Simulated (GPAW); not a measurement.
# CuCl2 (P4/mmm) in GPAW: further runs

One crystal, CuCl2, is run at these levels: PBEsol; tasks: single point.

Program: GPAW 26.7.0. These are calculated values, not measurements. Logs are shortened: lines on timing, memory, paths and dates and some standing lists are left out, and cuts for length are marked. The log counts tension as positive stress, the text compression.

### Step 1. The crystal as given

Symmetry: P4/mmm, No. 123, tetragonal system. The conventional cell has a = 4.340 Å, b = 4.340 Å, c = 4.318 Å, α = 90.00°, β = 90.00°, γ = 90.00°. Around Cu (site symmetry 4/mmm) lie 4 Cl at 2.17 Å. Cl (site symmetry mmm) is surrounded by 2 Cu at 2.17 Å.

Measurements of this composition are mostly on another form, of space group No. 12.

### Step 2. Single point, PBEsol, 27.11 Å³/atom

The input, run.py:

```python
from ase import Atoms
from ase.dft.bandgap import bandgap
from ase.io import write
from ase.units import GPa
from gpaw import GPAW, PW, setup_paths

setup_paths.insert(0, '.')

atoms = Atoms(['Cu', 'Cl', 'Cl'],
              cell=[[4.33982208, 0.0, 0.0],
                    [0.0, 4.33982208, 0.0],
                    [0.0, 0.0, 4.317712]],
              scaled_positions=[[0.0, 0.0, 0.0],
                                [0.0, 0.5, 0.0],
                                [0.5, 0.0, 0.0]],
              pbc=True)

calc = GPAW(mode=PW(600),
            xc='PBEsol',
            kpts={'size': (6, 6, 6), 'gamma': True},
            occupations={'name': 'fermi-dirac', 'width': 0.05},
            nbands=25,
            convergence={'density': 1e-05, 'energy': 1e-05},
            maxiter=150,
            txt='gpaw.txt')
atoms.calc = calc
energy = atoms.get_potential_energy()
forces = atoms.get_forces()
stress = atoms.get_stress()
calc.write('gs.gpw')
write('result.traj', atoms)
print(f'Energy: {energy:.6f} eV')
print('Forces (eV/A):')
print(forces.round(4))
print('Stress (GPa):', (stress / GPa).round(3))
print('Fermi level:', round(calc.get_fermi_level(), 4), 'eV')
print(f'Gap: {bandgap(calc)[0]:.4f} eV, direct: {bandgap(calc, direct=True)[0]:.4f} eV')
```

Potentials or basis: PAW data sets generated in the run's folder for this functional, pw.

Started as:

```console
> gpaw-setup -f PBEsol Cl Cu
> OMP_NUM_THREADS=1 python run.py
```

gpaw.txt:

```text
__  _  _
 | _ |_)|_||  |
 |__||  | ||/\| - 26.7.0

Input parameters:
  mode=PW(ecut=600.0),
  convergence={'density': 1e-05, 'energy': 1e-05},
  kpts=MonkhorstPack(size=(6, 6, 6), gamma=True),
  maxiter=150,
  nbands=25,
  occupations=Occupations(name='fermi-dirac', width=0.05),
  xc=XC(name='PBEsol')

Diagonalizing LCAO Hamiltonian
Converting LCAO to pw mode
    .----------.
   /|          |
  / |          |
 *  |          |
 |  |          |
 |  .----------.
 | Cl         /
 |/          /
 Cu----Cl---*

Atoms  # Å, Bohr magnetons
|   | symbol |        x |        y |        z |    initial magnetic moments |
|---|--------|----------|----------|----------|-----------------------------|
| 0 |     Cu | 0.000000 | 0.000000 | 0.000000 | ( 0.0000,  0.0000,  0.0000) |
| 1 |     Cl | 0.000000 | 2.169911 | 0.000000 | ( 0.0000,  0.0000,  0.0000) |
| 2 |     Cl | 2.169911 | 0.000000 | 0.000000 | ( 0.0000,  0.0000,  0.0000) |

Unit cell  # Å
| periodic |        x |        y |        z |  lengths |    angles |
|----------|----------|----------|----------|----------|-----------|
|      yes | 4.339822 | 0.000000 | 0.000000 | 4.339822 | 90.000000 |
|      yes | 0.000000 | 4.339822 | 0.000000 | 4.339822 | 90.000000 |
|      yes | 0.000000 | 0.000000 | 4.317712 | 4.317712 | 90.000000 |

Number of symmetries: 16
Symmetry operations  # r_c * U_cc + t_c -> r_c
|    | kind |            matrix            |
|----|------|------------------------------|
|  0 |  E   |  1, 0, 0,  0, 1, 0,  0, 0, 1 |
|  1 |  σ   |  1, 0, 0,  0, 1, 0,  0, 0,-1 |
|  2 |  σ   |  1, 0, 0,  0,-1, 0,  0, 0, 1 |
|  3 |  C2  |  1, 0, 0,  0,-1, 0,  0, 0,-1 |
|  4 |  σ   |  0, 1, 0,  1, 0, 0,  0, 0, 1 |
|  5 |  C2  |  0, 1, 0,  1, 0, 0,  0, 0,-1 |
|  6 |  C4  |  0, 1, 0, -1, 0, 0,  0, 0, 1 |
|  7 |  S4  |  0, 1, 0, -1, 0, 0,  0, 0,-1 |
|  8 |  C4  |  0,-1, 0,  1, 0, 0,  0, 0, 1 |
|  9 |  S4  |  0,-1, 0,  1, 0, 0,  0, 0,-1 |
| 10 |  σ   |  0,-1, 0, -1, 0, 0,  0, 0, 1 |
| 11 |  C2  |  0,-1, 0, -1, 0, 0,  0, 0,-1 |
| 12 |  σ   | -1, 0, 0,  0, 1, 0,  0, 0, 1 |
| 13 |  C2  | -1, 0, 0,  0, 1, 0,  0, 0,-1 |
| 14 |  C2  | -1, 0, 0,  0,-1, 0,  0, 0, 1 |
| 15 |  i   | -1, 0, 0,  0,-1, 0,  0, 0,-1 |

BZ-sampling:
  Number of BZ points: 216
  Number of IBZ points: 40

  Monkhorst-Pack size: [6, 6, 6]
  Monkhorst-Pack shift: [0.08333333333333333, 0.08333333333333333, 0.08333333333333333]

K-points  # in reciprocal-cell coordinates
|     |                                coordinates |     weight |
|-----|--------------------------------------------|------------|
|   0 | (  0.00000000,   0.00000000,   0.00000000) | 0.00462963 |
|   1 | (  0.00000000,   0.00000000,   0.16666667) | 0.00925926 |
|   2 | (  0.00000000,   0.00000000,   0.33333333) | 0.00925926 |
|   3 | (  0.00000000,   0.00000000,   0.50000000) | 0.00462963 |
|   4 | (  0.16666667,   0.00000000,   0.00000000) | 0.01851852 |
|   5 | (  0.16666667,   0.00000000,   0.16666667) | 0.03703704 |
|   6 | (  0.16666667,   0.00000000,   0.33333333) | 0.03703704 |
|   7 | (  0.16666667,   0.00000000,   0.50000000) | 0.01851852 |
|   8 | (  0.16666667,   0.16666667,   0.00000000) | 0.01851852 |
|   9 | (  0.16666667,   0.16666667,   0.16666667) | 0.03703704 |
| ... |                                            |            |
|  39 | (  0.50000000,   0.50000000,   0.50000000) | 0.00462963 |

Plane wave coefficients: 2737
Cutoff: 600.0 eV

Spin-components: 1 (collinear spins)
Bands:           25
Projectors:      16
Spin-degeneracy: 2
Datatype:        complex128

Parallelization:
  kpt:    1
  domain: 1
  band:   1

Density:
  Valence electrons: 25.0
  Components: 1
  Grid points: [25 25 25]
  Charge: 0.0  # |e|

Potential:
  Grid points: [25 25 25]

species:
  Cu:
    name:    Copper
    Z:       29.0
    valence: 11
    core:    18
    charge:  0.0  # [|e|]
    compensation charges:
      type: gauss
      rc: 0.33  # [Å]
      lmax: 2
    cutoffs:
      filter: 2.06  # [Å]
      core: 2.43  # [Å]
    projectors
    | kind |    occ | energy [eV] | rcut [Å] |
    |------|--------|-------------|----------|
    |   4s |  1.000 |      -4.607 |    1.164 |
    |   4p |  0.000 |      -0.637 |    1.164 |
    |   3d | 10.000 |      -5.060 |    1.058 |
    |    s |        |      22.604 |    1.164 |
    |    p |        |      26.574 |    1.164 |
    |    d |        |      22.151 |    1.058 |

    Using partial waves for Cu as LCAO basis

  Cl:
    name:    Chlorine
    Z:       17.0
    valence: 7
    core:    10
    charge:  0.0  # [|e|]
    compensation charges:
      type: gauss
      rc: 0.25  # [Å]
      lmax: 2
    cutoffs:
      filter: 1.40  # [Å]
      core: 1.49  # [Å]
    projectors
    | kind |    occ | energy [eV] | rcut [Å] |
    |------|--------|-------------|----------|
    |   3s |  2.000 |     -20.615 |    0.794 |
    |   3p |  5.000 |      -8.561 |    0.794 |
    |    s |        |       6.597 |    0.794 |
    |    p |        |      18.651 |    0.794 |
    |    d |        |       0.000 |    0.794 |

    Using partial waves for Cl as LCAO basis

Reference energy: -70056.688869  # eV

eigensolver:
  PPCG
  Converge bands: occupied
  niter=2

density mixing:
  MSR1-Mixer
  Pratt-step length: 0.05
  Maximum mixing coefficient: 0.75
  Old densities: 10
  SVD Regularization: 0.005
  Good broyden scale: 1.0
  Trust region scale: 1.0
  Backstep threshold: 4.0
  History deletion threshold: 6.0
  Fourier metric: weight=20.0, sigma=0.015

occupation numbers:
  Fermi-Dirac:
    width: 0.0500  # eV

poisson solver:
  ecut: 4800.0  # eV

xc functional:
  name: PBEsol with 2 nearest neighbor stencil

convergence criteria:
- Maximum integral of absolute [dens]ity change: 1e-05 electrons / valence electron
- Maximum [total energy] change in last 3 cyles: 1e-05 eV / valence electron
- Maximum integral of absolute [eigenst]ate change: 4e-08 eV^2 / valence electron
maximum number of iterations: 150

SCF iterations
|iter     | |      energy | eigst |  dens |
|---------|-|-------------|-------|-------|
|iter:   1| |  -11.118970 | +0.09 |       |
|iter:   2| |  -10.159236 | -1.30 | -1.08 |
|iter:   3| |   -8.880201 | -1.20 | -1.17 |
|iter:   4| |   -8.846180 | -2.95 | -1.67 |
|iter:   5| |   -8.829758 | -3.23 | -1.80 |
|iter:   6| |   -8.828258 | -3.18 | -2.05 |
|iter:   7| |   -8.822474 | -3.73 | -2.23 |
|iter:   8| |   -8.822712 | -5.29 | -3.21 |
|iter:   9| |   -8.822616c| -6.28 | -3.31 |
|iter:  10| |   -8.822584c| -7.11 | -3.83 |
|iter:  11| |   -8.822575c| -7.69c| -4.34 |
|iter:  12| |   -8.822572c| -8.15c| -4.89 |
|iter:  13| |   -8.822572c| -8.80c| -5.89c|

Converged in 13 steps
Energy contributions relative to reference atoms: (reference = -70056.688869)

Energy contributions:
  Kinetic:           3.596359
  Coulomb:          -4.319245
  Zero:              0.125725
  External:          0.000000
  Xc:               -8.212626
  Entropy:          -0.025569
  Spinorbit:         0.000000
  ----------------------------
  Free energy:      -8.835356
  Extrapolated:     -8.822572

dipole moment: (-25.654796, -25.654796, -41.701389)  # |e|*Ang

Fermi level: 0.234
Eigenvalues  # (at kpt = [0.000, 0.000, 0.000])
| band index |      eig [eV] | occ [0-2] |
|------------|---------------|-----------|
|          0 |       -15.100 |     2.000 |
|        ... |               |           |
|          5 |        -2.378 |     2.000 |
|          6 |        -1.919 |     2.000 |
|          7 |        -1.901 |     2.000 |
|          8 |        -1.901 |     2.000 |
|          9 |        -1.725 |     2.000 |
|         10 |        -0.882 |     2.000 |
|         11 |        -0.633 |     2.000 |
|         12 |        -0.633 |     2.000 |
|         13 |         3.113 |     0.000 |
|         14 |         6.140 |     0.000 |
|         15 |         9.385 |     0.000 |
|         16 |        10.298 |     0.000 |
|         17 |        10.817 |     0.000 |
|         18 |        11.542 |     0.000 |
|         19 |        11.542 |     0.000 |
|         20 |        11.842 |     0.000 |
|        ... |               |           |
|         24 |        16.074 |     0.000 |

No gap
No difference between direct/indirect transitions

Forces  # eV/Ang
|        x |       y |       z |
|----------|---------|---------|
|  0.00000 | 0.00000 | 0.00000 |  # Cu   0
|  0.00000 | 0.00000 | 0.00000 |  # Cl   1
| -0.00000 | 0.00000 | 0.00000 |  # Cl   2

Stress tensor  # eV/Ang^3
|         x |         y |        z |
|-----------|-----------|----------|
| -0.038431 |  0.000000 | 0.000000 |
|  0.000000 | -0.038431 | 0.000000 |
|  0.000000 |  0.000000 | 0.000599 |

# Writing to gs.gpw (mode='')
```

Wall time 42 s (1 thread of Arm Neoverse V2, shared host); peak memory 0.21 GiB.

Results:

```yaml
Free_energy: -8.8354 eV
Pressure: 4.1 GPa
Band_gap_on_the_k_mesh: none (metal or under the smearing width)
```

Caveat: with this Cu data set, volumes or pressures lay over 1.5 % or 2 GPa off other programs in two to four cells of ten; the density grid can change from cell to cell, which puts small steps into energies and stress; this functional lacks dispersion, which binds the layers, so the pressure and a relaxed spacing across them are unreliable; an odd number of electrons without spin polarisation forces a metal; a magnetic or distorted state may lie lower; the run has no spin polarisation, though such a crystal can be magnetic; semilocal functionals often make such compounds metallic where correlation or magnetic order opens a gap, which also shifts bond lengths.

### Step 3. Single point, PBEsol, 28.25 Å³/atom

run.py: that of step 2 with these lines changed.

```diff
@@ -9,4 +9,4 @@
 atoms = Atoms(['Cu', 'Cl', 'Cl'],
-              cell=[[4.33982208, 0.0, 0.0],
-                    [0.0, 4.33982208, 0.0],
+              cell=[[4.43023504, 0.0, 0.0],
+                    [0.0, 4.43023504, 0.0],
                     [0.0, 0.0, 4.317712]],
```

Potentials or basis: PAW data sets generated in the run's folder for this functional, pw.

Started as:

```console
> gpaw-setup -f PBEsol Cl Cu
> OMP_NUM_THREADS=1 python run.py
```

It took 48 s on 1 thread of Arm Neoverse V2, shared host; peak memory 0.21 GiB.

The run converged. Its results:

```yaml
Free_energy: -8.9186 eV
Pressure: 1.0 GPa
Band_gap_on_the_k_mesh: none (metal or under the smearing width)
```

Caveat: with this Cu data set, volumes or pressures lay over 1.5 % or 2 GPa off other programs in two to four cells of ten; the density grid can change from cell to cell, which puts small steps into energies and stress; this functional lacks dispersion, which binds the layers, so the pressure and a relaxed spacing across them are unreliable; an odd number of electrons without spin polarisation forces a metal; a magnetic or distorted state may lie lower; the run has no spin polarisation, though such a crystal can be magnetic; semilocal functionals often make such compounds metallic where correlation or magnetic order opens a gap, which also shifts bond lengths.
